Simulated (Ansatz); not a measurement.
# CdTe (F-43m): a many-body input that goes wrong, and its mend

What is wrong with this input for CdTe (F-43m)?

Program: Ansatz 0.2.0. Level of theory: G0W0 on PBE, plane waves, PAW; PAW set soft_1. Results are calculated unless marked as measured.

## Step 1: Starting point

Symmetry: F-43m, No. 216, cubic system. Conventional cell: a = 6.480 Å, b = 6.480 Å, c = 6.480 Å, α = 90.00°, β = 90.00°, γ = 90.00°. Cd has 4 Te at 2.81 Å nearest. Nearest to Te lie 4 Cd at 2.81 Å. Farther neighbours and most contacts between anions are not listed.

The cell and positions come from the Crystallography Open Database and are kept as given unless a step says otherwise. Spin-orbit coupling is left out unless a step names it.

## Step 2: First try

Contents of input.yaml:

```yaml
crystal:
  lattice:
    - [0.0, 3.24, 3.24]
    - [3.24, 0.0, 3.24]
    - [3.24, 3.24, 0.0]
  atoms:
    - { symbol: Cd, position: [0.0, 0.0, 0.0] }
    - { symbol: Te, position: [0.25, 0.25, 0.25] }
kpoints:
  mp_grid: { grid: [1, 1, 1] }
hamiltonian:
  xc: pbe
  pseudopotentials: { kind: paw, azcp: { folder: soft_1 } }
scf:
  occupations: { method: fixed }
gw:
  n_empty_bands: 71
  ecut_chi: 60
  qp_bands: [v2, c2]
  qp_kpoints: band_edges
  screening: { model: contour_deformation }
```

The run is started by

```bash
$ ansatz run input.yaml --threads 3 --pin off --max-ram 92160MiB --backend cuda --events-out ev --progress --plain --runs-dir out --devices 1 --max-vram 13GiB
```

Numbers of over 12 decimals in the logs are rounded to 6 here.

What it wrote:

```text
GPUs: using 1 of 1 available (devices: 1).
Engine: ansatz 0.2.0, x86_64-unknown-linux-gnu
Pseudopotentials: kind: paw
Pseudopotential: Cd, paw, valence charge 20, recommended cutoff 420 eV (normal), soft_1/Cd.paw.azcp
Pseudopotential: Te, paw, valence charge 16, recommended cutoff 420 eV (normal), soft_1/Te.paw.azcp
Functional definition: PBE
  parameter kappa = 0.804
  parameter beta = 0.066725
  exchange = pbe_x(kappa = kappa, mu = beta*pi^2/3)
  correlation = pbe_c(beta = beta)
device memory: the entry about to start is reckoned to put 0.5 GiB on a device that reports 39.4 GiB free (of which the cap on the GPU budget leaves the run 13.0 GiB)
GPU FFT provider: cuFFT
GPU libraries: cuBLAS 13.8.2, cuFFT 12.4.0, cuSOLVER 12.3.4
Crystal: 2 atoms, lattice volume = 68.024 Å³
Basis set: ecut = 420 eV, 1363 PW (Γ)
Bands: 22, of which v1, the nominal top of the filled ones, is band 18 counted from 1 (17 counted from 0)
Symmetry: 24 space group operations
Space group: F-43m (ITA 216), of the structure as read, at distance tolerance 4.1e-5 Å
k-points: 1
Non-local potential: Cd, projectors of the file, l = 0: 3, l = 1: 2, l = 2: 2, l = 3: 1
Non-local potential: Te, projectors of the file, l = 0: 2, l = 1: 2, l = 2: 2, l = 3: 1
PAW form: soft (Blöchl's): semilocal exchange-correlation on the pseudo side does not see the compensation charge
PAW one-centre angular grid: Cd, 590 points (default); XC on 64 Gauss nodes
PAW one-centre angular grid: Te, 590 points (default); XC on 64 Gauss nodes
Initial density: superposition of atomic densities (chi_scale 0.1, normalization cell, long waves kept (reshape's long-wave potential 0.00 eV rms))
Initial wavefunctions: pseudopotential atomic-orbital guess
GPU buffer pool allocated for 32768 grid points (all kernels)
GPU transforms: local potential and band sums: pruned to the plane-wave sphere, on 30×30×30
Functional: x = pbe(κ = 0.804, μ = 0.219515), c = pbe(β = 0.066725)
SCF iter   1: F=—  HF=-15224.414559 eV  |F-HF|=—  |Δ(HF+E_count)|=         —  Δρ=5.61e-2  dr2=3.50e0  ethr=3.10e-3  ⟨swp⟩=4.0  Hψ=84  notcnv=0  defer=2
preconditioner: auto → none  [insulator: Δε(μ)=0.675 eV  Ē_g=9.611 eV  n_scr=14 (ndim 8)  ℏωp=19.1 eV  f_vac=0.156  ε∞_Penn≈5.0]
SCF iter   2: F=—  HF=-15223.530845 eV  |F-HF|=—  |Δ(HF+E_count)|=   8.84e-1  Δρ=2.35e-2  dr2=2.57e-1  ethr=3.10e-3  ⟨swp⟩=3.0  Hψ=47  notcnv=0
SCF iter   3: F=—  HF=-15223.566447 eV  |F-HF|=—  |Δ(HF+E_count)|=   3.56e-2  Δρ=8.76e-3  dr2=3.83e-2  ethr=7.14e-4  ⟨swp⟩=2.0  Hψ=40  notcnv=0
SCF iter   4: F=—  HF=-15223.573351 eV  |F-HF|=—  |Δ(HF+E_count)|=   6.90e-3  Δρ=2.87e-3  dr2=3.72e-3  ethr=1.06e-4  ⟨swp⟩=3.0  Hψ=39  notcnv=0
SCF iter   5: F=—  HF=-15223.572965 eV  |F-HF|=—  |Δ(HF+E_count)|=   3.86e-4  Δρ=7.46e-4  dr2=2.01e-4  ethr=1.03e-5  ⟨swp⟩=3.0  Hψ=47  notcnv=0
SCF iter   6: F=—  HF=-15223.572961 eV  |F-HF|=—  |Δ(HF+E_count)|=   3.54e-6  Δρ=9.60e-5  dr2=4.47e-6  ethr=5.58e-7  ⟨swp⟩=2.0  Hψ=34  notcnv=0
SCF iter   7: F=-15223.572963 eV  HF=-15223.572963 eV  |F-HF|=5.38e-8  |Δ(HF+E_count)|=   2.06e-6  Δρ=1.17e-5  dr2=5.09e-8  ethr=2.78e-10  ⟨swp⟩=4.0  Hψ=109  notcnv=0
SCF 1 converged in 7 iterations: F = -15223.572963 eV  dr2 = 5.09e-8
[...]
device memory: the entry about to start is reckoned to put 0.6 GiB on a device that reports 39.4 GiB free (of which the cap on the GPU budget leaves the run 13.0 GiB)
NSCF: frozen V_eff on 1 k-points
[...]
device memory: the entry about to start is reckoned to put 0.7 GiB on a device that reports 39.4 GiB free (of which the cap on the GPU budget leaves the run 13.0 GiB)
NSCF: frozen V_eff on 1 k-points
G₀W₀ screening: q 1/1
G₀W₀ self-energy: k 1/1
device memory: the entry about to start is reckoned to put 0.4 GiB on a device that reports 39.2 GiB free (of which the cap on the GPU budget leaves the run 13.0 GiB)
NSCF: frozen V_eff on 1 k-points
device memory: the entry about to start is reckoned to put 0.4 GiB on a device that reports 39.2 GiB free (of which the cap on the GPU budget leaves the run 13.0 GiB)
NSCF: frozen V_eff on 1 k-points
device memory: the entry about to start is reckoned to put 0.4 GiB on a device that reports 39.2 GiB free (of which the cap on the GPU budget leaves the run 13.0 GiB)
NSCF: frozen V_eff on 1 k-points
device memory: the entry about to start is reckoned to put 0.4 GiB on a device that reports 39.2 GiB free (of which the cap on the GPU budget leaves the run 13.0 GiB)
NSCF: frozen V_eff on 1 k-points
SCF converged after 7 iterations
Free energy (F): -15223.572963 eV
Harris-Foulkes:  -15223.572963 eV  (|F-HF|=5.38e-8)
Internal energy: -15223.572963 eV  (E = F + TS)
E sigma→0 (E₀):  -15223.572963 eV
Fermi energy:    8.656732 eV
--- Per-component energies (eV) ---
  E_band       = -748.973698
  E_kinetic    = 629.479492
  E_local      = -5852.917962  (includes V_loc(G=0)·N_el)
  E_nonlocal   = 201.603074
  E_hartree    = 2778.599159
  E_xc         = -276.805630
  E_vxc        = -295.756488  (∫ρ·V_xc dr)
  E_paw        = -8791.507210  (= ΣΔE_a)
  E_vpaw       = -988.574532  (= ΣTr[D̂ρ^β])
  E_aug_tail   = 0.000399  (compensation charges beyond the density's cutoff)
  E_ewald      = -3912.024287
  E_smearing   = -0.000000  (= −TS)
  E_closure    = -0.000000  (closes the sum)
  Σ components = -15223.572963   (vs F -15223.572963, Δ=0.00e0)
--- Band table (eV) ---
  k-point 0: bands = [... 14 lower, -1.1450, 8.6567, 8.6567, 8.6567, 8.7672, 12.3786, 12.3786, 12.3786]
--- G₀W₀: contour deformation, 9 samples at zero and on the imaginary axis and 1 off it, 1 q-point, 71 empty bands' worth ---
  eigenvalues of the whole cell's RPA ε∞ on this k-mesh (on a slab, of 1 + 4πα/V) = 42722.0606, 42722.0606, 42722.0606; static W/v taken at q = 0 is 0.000023
  gw.qp_kpoints: band_edges: 1 of 1 stored k-point solved, in 1 pass; an edge of the gap read off the rows below is read off those points alone
    ik  band        ε_KS         Σx   Σc(E_QP)       V_xc       Z   E_QP_lin       E_QP  E_QP is
     0    17      8.6567   -20.1225     4.6315   -15.4468  0.7815     8.6130     8.6124  root
     0    18      8.6567   -20.1225     4.6315   -15.4468  0.7815     8.6130     8.6124  root
     0    19      8.7672    -7.6809    -5.8964   -13.5768  0.6746     8.7668     8.7668  root
     0    20     12.3786    -4.9756    -6.1040   -10.4681  0.8738    11.7687    11.7671  root
```

It took 8.2 s on 1 × NVIDIA H100 80GB HBM3 (shared by 6 runs) with 3 threads of AMD EPYC 7R13 (Zen 3), shared host; peak memory 1 GiB.

**What went wrong?**

The run ended normally, though the input holds a fault or crude settings.

The fault: one k-point. One point can't sample the density or the screening of a small cell, and the band edges may lie elsewhere in the zone.

It printed a gap of 0.15 eV, which is an artefact of the settings.

## Step 3: A better input

Now the one-shot GW correction: screening in the RPA, then the self-energy of the levels asked for. This step takes PAW set soft_1 files.

Edit input.yaml of step 2 so:

```diff
@@ -9,3 +9,3 @@
 kpoints:
-  mp_grid: { grid: [1, 1, 1] }
+  mp_grid: { grid: [4, 4, 4] }
 hamiltonian:
@@ -16,4 +16,4 @@
 gw:
-  n_empty_bands: 71
-  ecut_chi: 60
+  n_empty_bands: 54
+  ecut_chi: 50
   qp_bands: [v2, c2]
```

What it wrote:

```text
GPUs: using 1 of 1 available (devices: 1).
[...]
GPU FFT provider: cuFFT
GPU libraries: cuBLAS 13.8.2, cuFFT 12.4.0, cuSOLVER 12.3.4
Crystal: 2 atoms, lattice volume = 68.024 Å³
Basis set: ecut = 420 eV, 1363 PW (Γ)
Bands: 22, of which v1, the nominal top of the filled ones, is band 18 counted from 1 (17 counted from 0)
[... 1 set-up line as in the run before ...]
[...]
k-points: 8 of 64 (time reversal used)
[...]
GPU buffer pool allocated for 32768 grid points (all kernels)
[...]
SCF iter   1: F=—  HF=-15235.429300 eV  |F-HF|=—  |Δ(HF+E_count)|=         —  Δρ=2.14e-2  dr2=2.13e-1  ethr=3.10e-3  ⟨swp⟩=4.6  Hψ=693  notcnv=0  defer=13
[...]
SCF iter   7: F=-15235.410497 eV  HF=-15235.410497 eV  |F-HF|=1.50e-8  |Δ(HF+E_count)|=   1.78e-7  Δρ=3.60e-6  dr2=1.03e-8  ethr=2.78e-10  ⟨swp⟩=7.9  Hψ=795  notcnv=0
SCF 1 converged in 7 iterations: F = -15235.410497 eV  dr2 = 1.03e-8
[...]
0    17      7.4836   -17.9267     1.9388   -15.8956  0.7409     7.3910     7.3913  root
     0    18      7.4836   -17.9267     1.9388   -15.8956  0.7409     7.3910     7.3913  root
     0    19      8.2436    -9.3527    -3.4537   -13.3171  0.7606     8.7736     8.7543  root
     0    20     12.0835    -6.6240    -3.8728   -10.8587  0.7418    12.4543    12.4454  root
     1    17      7.0541   -17.3052     2.0094   -15.1479  0.7372     6.9051     6.9062  root
     1    18      7.0541   -17.3052     2.0094   -15.1479  0.7372     6.9051     6.9062  root
     1    19      9.4647    -8.7070    -3.5212   -12.7008  0.7549     9.9532     9.9373  root
     1    20     12.6353    -6.7439    -4.0051   -11.1248  0.7381    13.0210    13.0111  root
[...]
6    17      5.6167   -15.6897     2.3871   -12.9983  0.7171     5.3064     5.3125  root
     6    18      5.6167   -15.6897     2.3871   -12.9983  0.7171     5.3064     5.3125  root
     6    19     10.0843    -5.9179    -3.4093    -9.3846  0.7631    10.1418    10.1416  root
     6    20     10.1522    -8.1022    -3.4978   -11.9523  0.7538    10.5122    10.5045  root
[key lines of the parts left out:]
SCF converged after 7 iterations
Free energy (F): -15235.410497 eV
Fermi energy:    7.483641 eV
```

Wall time 10 s (1 × NVIDIA H100 80GB HBM3 (shared by 6 runs) with 3 threads); peak memory 1 GiB; 6.8 s of CPU time.

This step gave:

```
bands summed                                 : 72
RPA ε∞ on this mesh (eigenvalues)            : 26.20, 26.20, 26.20
plane waves in the screening matrix          : 59
q-points in the mesh                         : 64
G0W0 gap on the mesh                         : 1.363 eV
k of the valence top                         : 0, 0, 0
k of the conduction bottom                   : 0, 0, 0
starting gap on the mesh                     : 0.7600 eV
Z at the valence top                         : 0.7409
Z at the conduction bottom                   : 0.7606
least direct G0W0 gap on the computed points : 1.363 eV
```

The gap on the mesh goes from 0.76 eV to 1.36 eV, a correction of +0.60 eV. Between the two edge states, bare exchange in place of the xc potential would open the gap by 6.00 eV, and correlation takes back 5.39 eV.

## Step 4: What came out

```yaml
first_try: converged after 8.2 s
better_run: G0W0 gap on the mesh 1.36 eV (4×4×4 mesh, 54 empty bands, screening to 50 eV, PAW set soft_1 files)
```

The second run differs in: mesh, empty bands and screening cutoff (eV). Bands and cutoff are finite, so the gap is not at the basis limit. The miss can reach some tenths of an eV and take either sign; the mesh is an error of its own. The 4×4×4 mesh is coarse for this cell (its supercell is 18 Å along the shortest edge). The RPA ε∞ on it, from the PBE start, is 26.20; such meshes misread the long-range screening, most where the gap is narrow. The RPA ε∞ on this mesh reaches over 25; with a narrow direct gap a coarse mesh can overstate it, and the correction is then too small. The many-body steps are scalar-relativistic: spin-orbit coupling is not in them.

[Paths, hosts, dates, memory and timing lines, banners, echoed tables and standing remarks are left out of the program output.]

[Logs are printed without paths, hosts, clocks, repeated set-up lines and the standing remarks that a program may print on its own settings, such as how far it seeks lower states.]

[Runs of the session that timed out or met a known fault of the program may be left out.]

[Cells called generated may have been cut or substituted from an entry of the Crystallography Open Database or the Materials Project.]

[Hosts, paths, dates, database ids (printed as entryN), source tags and the programs' standing remarks are cut or masked in the printed files.]
